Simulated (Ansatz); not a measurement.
PtSe2 (Sudovikovite):

```
CELL_PARAMETERS angstrom
3.72400 0.00000 0.00000
-1.86200 3.22508 0.00000
0.00000 0.00000 5.06200
ATOMIC_POSITIONS crystal
Pt 0.00000 0.00000 0.00000
Se 0.66667 0.33333 0.75000
Se 0.33333 0.66667 0.25000
```

Program: Ansatz 0.2.0. Alike in all runs: potentials or basis Ansatz PAW; cell as given; k mesh 8 × 8 × 5.

Question: Order these runs on this cell by their pressure, lowest first.
A. level PBEsol; spin SOC, no magnetisation; cutoff (eV) 420; smearing fermi-dirac 0.05 eV; points for each segment of the path 14
B. level PBE; spin off; cutoff (eV) 420; smearing gaussian 0.015 eV
C. level revPBE; spin off; cutoff (eV) 420; smearing fermi-dirac 0.05 eV; points for each segment of the path 14
D. level r2SCAN; spin SOC, no magnetisation; cutoff (eV) 500; smearing fermi-dirac 0.05 eV; points for each segment of the path 14
E. level LDA; spin off; cutoff (eV) 420; smearing fermi-dirac 0.05 eV

Answer: E (-0.5 GPa), A (2.2 GPa), D (4.9 GPa), B (7.3 GPa), C (9.1 GPa).

Caveats: the PAW data sets come from PBE, with cores solved anew for the run's functional, which leaves a small shift of forces and pressure (some runs); the density of states is complete only up to the lowest level of the last band computed (some runs); the potentials were made for another functional, which shifts forces and pressure (some runs).

Not every run made on this cell is shown here.
